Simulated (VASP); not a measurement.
A run of VASP 6.6.1:

Contents of INCAR:

```
ALGO = Normal ; EDIFF = 1E-7
EDIFFG = -0.005 ; ENCUT = 600
IBRION = 2 ; ISIF = 3
ISMEAR = 0 ; LASPH = True
LCHARG = False ; LREAL = False
LWAVE = False ; NELM = 80
NSW = 90 ; PREC = Accurate
SIGMA = 0.02
```

File KPOINTS:

```
k-points
0
Gamma
  12 12 6
```

POSCAR

```
BN
1.0
    2.5539396000      0.0000000000      0.0000000000
   -1.2769698000      2.2117765700      0.0000000000
    0.0000000000      0.0000000000      4.2268550000
B N
2 2
Direct
    0.6666666700      0.3333333300      0.9997240000
    0.3333333300      0.6666666700      0.4997240000
    0.6666666700      0.3333333300      0.6252760000
    0.3333333300      0.6666666700      0.1252760000
```

Potentials or basis: VASP PAW LDA potentials, release 64 (B, N).

Command:

```bash
$ cat potpaw_LDA.64/B/POTCAR potpaw_LDA.64/N/POTCAR > POTCAR
$ mpirun -np 1 vasp_std > vasp.out
```

Hardware: 1 thread of Intel(R) Xeon(R) 6975P-C (Granite Rapids), on a shared host.

Q: Estimate the wall time of this run.

A: It took 34 s on 1 thread of Intel(R) Xeon(R) 6975P-C (Granite Rapids), with other jobs on the host, peak memory 0.14 GiB. Counts: scf iterations 51, k points 76, ion steps 8.
